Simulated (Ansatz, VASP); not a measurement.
**One calculation of TiC, two programs**

The input INCAR:

```
SYSTEM = TiC
ALGO = Normal ; EDIFF = 1E-6
EDIFFG = -0.005 ; ENCUT = 600
GGA = PE ; IBRION = 2
ISIF = 3 ; ISMEAR = -1
LASPH = .TRUE. ; LCHARG = .FALSE.
LREAL = .FALSE. ; LWAVE = .FALSE.
NELM = 60 ; NSW = 80
PREC = Accurate ; SIGMA = 0.05
```

File KPOINTS:

```
k-points
0
G
  11 11 11
  0 0 0
```

The input POSCAR:

```
TiC
1.0
    0.0000000000      2.1657188437      2.1657188437
    2.1657188437      0.0000000000      2.1657188437
    2.1657188437      2.1657188437      0.0000000000
Ti C
1 1
Direct
    0.0000000000      0.0000000000      0.0000000000
    0.5000000000      0.5000000000      0.5000000000
```

input.yaml

```yaml
crystal:
  lattice:
    - [0.0, 2.1657188437, 2.1657188437]
    - [2.1657188437, 0.0, 2.1657188437]
    - [2.1657188437, 2.1657188437, 0.0]
  atoms:
    - { symbol: Ti, position: [0.0, 0.0, 0.0] }
    - { symbol: C, position: [0.5, 0.5, 0.5] }
kpoints:
  mp_grid: { grid: [11, 11, 11] }
scf:
  occupations: { method: fermi_dirac, width: 0.05 }
hamiltonian:
  xc: pbe
  pseudopotentials: { kind: all_electron, lapw: { basis_error: 0.001 } }
output:
  forces: true
  stress: true
relax:
  f_tol: 0.005
  max_steps: 60
  cell: {}
```

The cell is a database's computed one.

Alike in both runs: task relaxation of cell and atoms; functional PBE; k mesh 11 × 11 × 11; occupations fermi-dirac, width 0.05 eV; no spin polarisation.

```csv
,VASP,Ansatz
version,VASP 6.6.1,Ansatz 0.2.0
potentials or method,"VASP PAW PBE potentials, release 64 (Ti_sv, C)","all-electron LAPW, scalar-relativistic"
plane-wave cutoff (eV),600,see its input
```

```tsv
	VASP	Ansatz	Ansatz less VASP
relaxed volume (Å³/atom)	10.17	10.17	-0.007
relaxed cell length with the largest relative difference (Å)	3.064	3.064	-0.0007
```

Ansatz ran all-electron here, so the differences hold the error of VASP's frozen core and of both bases.
